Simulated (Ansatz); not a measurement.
Crystal: Cu.

```xyz
1
Lattice="0.0000 1.8075 1.8075 1.8075 0.0000 1.8075 1.8075 1.8075 0.0000" Properties=species:S:1:pos:R:3 pbc="T T T"
Cu    0.0000    0.0000    0.0000
```

Base run:

```yaml
Program: Ansatz 0.2.0
Functional: PBE
Potentials_or_basis: Ansatz PAW
Cutoff: 350 eV
Density_cutoff: 1400 eV
k_mesh: 13 × 13 × 13
Occupations: fermi-dirac, width 0.05 eV
Spin: no spin polarisation
```

Its results: band gap on the k mesh none (metal or under the smearing width); pressure 1.9 GPa.

Q: The run is repeated on the same cell with these changes: functional from PBE to LDA; potentials or basis from Ansatz PAW to JTH PAW LDA; cutoff from 350 eV to 1350 eV; density cutoff from 1400 eV to 6750 eV. What comes out?

A: Band gap on the k mesh none (metal or under the smearing width); pressure -12.4 GPa.

Caveats: the cutoff lies under the one recommended for these potentials (some runs).
